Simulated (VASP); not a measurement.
Wanted: the native input for a VASP 6.6.1 run.

| Property | Result |
| --- | --- |
| Task | work function |
| Functional | PBE |
| Potentials or basis | VASP PAW PBE potentials, release 64 (In_d) |
| Cutoff | 520 eV |
| k mesh | 9 × 9 × 1 |
| Occupations | gaussian, width 0.05 eV |
| Spin | no spin polarisation |
| Dipole correction | yes |
| Further INCAR settings | ALGO = Normal; EDIFF = 1e-07 |

The structure of In lies in POSCAR:

```
In
1.0
    3.3638438630      0.0000000000      0.0000000000
   -1.6819219315      2.9131742397      0.0000000000
    0.0000000000      0.0000000000     31.1995625400
In
7
Direct
    0.3333333300      0.6666666600      0.2403879859
    0.0000000000      0.0000000000      0.3269253239
    0.6666666700      0.3333333400      0.4134626620
    0.0000000000      0.0000000000      0.5000000000
    0.3333333300      0.6666666600      0.5865373380
    0.0000000000      0.0000000000      0.6730746761
    0.6666666700      0.3333333400      0.7596120141
```

The cell isn't the ideal one: the (0 0 1) slab of In, cut from the database cell, not relaxed.

These files were run (other wordings do the same):

INCAR

```
PREC = Accurate
ENCUT = 520
EDIFF = 1E-7
ISMEAR = 0
SIGMA = 0.05
LREAL = False
LASPH = True
NELM = 80
ALGO = Normal
ISIF = 2
LWAVE = False
LCHARG = True
LDIPOL = True
IDIPOL = 3
DIPOL = 0.5 0.5 0.500
GGA = PE
LELF = True
LVHAR = True
LVACPOTAV = True
```

KPOINTS

```
regular mesh
0
Gamma
  9 9 1
```

Potentials or basis: VASP PAW PBE potentials, release 64 (In_d).

Launch:

```console
$ cat potpaw_PBE.64/In_d/POTCAR > POTCAR
$ mpirun -np 1 vasp_std > vasp.out
```

It gave:

| Item | Value |
| --- | --- |
| Largest force | 0.165 eV/Å |
| Band gap on the k mesh | none (metal or under the smearing width) |
| Work function of the upper face | 3.71 eV |
| Work function of the lower face | 3.71 eV |

Wall time 21 min on 1 thread of Intel(R) Xeon(R) Platinum 8375C CPU @ 2.90GHz (Ice Lake), with other jobs on the host, peak memory 0.51 GiB.
